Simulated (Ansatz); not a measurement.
Theory: DFT PBE, scalar-relativistic, plane waves, PAW in Ansatz 0.2.0. Settings: cutoff 420 eV, Γ-centred meshes spaced at most about 0.3 Å⁻¹ (2π included), Gaussian smearing. No spin polarisation in the final relaxations.

All energies are static (0 K, no zero-point motion).

Two forms of GaN were relaxed alike.

A.

```cif
data_structure
_symmetry_space_group_name_H-M 'Cmcm'
_symmetry_Int_Tables_number 63
_cell_length_a 2.9092
_cell_length_b 12.4912
_cell_length_c 2.9135
_cell_angle_alpha 90.000
_cell_angle_beta 90.000
_cell_angle_gamma 90.000
_cell_volume 105.87
loop_
_atom_site_label
_atom_site_type_symbol
_atom_site_symmetry_multiplicity
_atom_site_Wyckoff_symbol
_atom_site_fract_x
_atom_site_fract_y
_atom_site_fract_z
_atom_site_occupancy
Ga1 Ga 4 c 0.50000 0.83361 0.75000 1
N1 N 4 c 0.50000 0.66048 0.75000 1
```

B.

```cif
data_structure
_symmetry_space_group_name_H-M 'Fm-3m'
_symmetry_Int_Tables_number 225
_cell_length_a 4.2682
_cell_length_b 4.2682
_cell_length_c 4.2682
_cell_angle_alpha 90.000
_cell_angle_beta 90.000
_cell_angle_gamma 90.000
_cell_volume 77.75
loop_
_atom_site_label
_atom_site_type_symbol
_atom_site_symmetry_multiplicity
_atom_site_Wyckoff_symbol
_atom_site_fract_x
_atom_site_fract_y
_atom_site_fract_z
_atom_site_occupancy
Ga1 Ga 4 b 0.50000 0.00000 0.00000 1
N1 N 4 a 0.00000 0.00000 0.00000 1
```

Task: Which form is favoured at zero pressure, and by what margin per atom?

Result: B is lower, by 186 meV/atom. A has space group Cmcm (No. 63), 13.2 Å³/atom and a gap of 0.69 eV on its mesh; B has the rock salt type, space group Fm-3m (No. 225), 9.7 Å³/atom and a gap of 0.42 eV. Counting N atoms around Ga (those within 1.25 times the shortest such distance or 1.15 times the sum of covalent radii), A has Ga 5 and B has Ga 6. Even the lower one lies +0.04 eV/atom against the reference forms of the elements (uncorrected), a margin that errors in the energy of the gaseous reference can exceed. In A, Ga is surrounded by 5 N at 2.06–2.16 Å; around N lie 5 Ga at 2.06–2.16 Å. In B, Ga has 6 N at 2.13 Å; N has 6 Ga at 2.13 Å. Origin: A was invented; B is a cell as deposited in COD, relaxed. A third cell relaxed alike, in P6_3mc (a cell as deposited in COD), lies 0.48 eV/atom below the lower of the two.

Weakly bound directions are ill-defined at this level, which has no dispersion term (Cmcm), and this can change margins and order among such cells. Kohn–Sham gaps at this level usually fall short of measured ones. Cells relaxed within their symmetry can be saddle points.

Rock salt is favoured over the Cmcm form at zero pressure, but it is not the ground state of GaN: the P6_3mc cell, presumably wurtzite, lies 0.48 eV/atom lower still. The Cmcm cell amounts to rock-salt double layers pulled apart, so each atom loses one of its six partners. The four in-plane bonds shorten in response, but this probably recovers only part of the lost ionic and covalent bonding, which would account for the 186 meV/atom penalty.

Energy therefore does not simply follow coordination number. Wurtzite, with only four neighbours, wins because tetrahedral sp³ bonding gives short, strongly covalent Ga–N bonds, whereas octahedral coordination stretches them and relies more on electrostatics. The compactness of rock salt fits its known role as the high-pressure form, and compression should also favour it over the much more open layered cell. The slightly positive formation energy belongs to rock salt and doesn't imply that GaN as a compound is unstable against the elements, since the P6_3mc cell falls well below them.
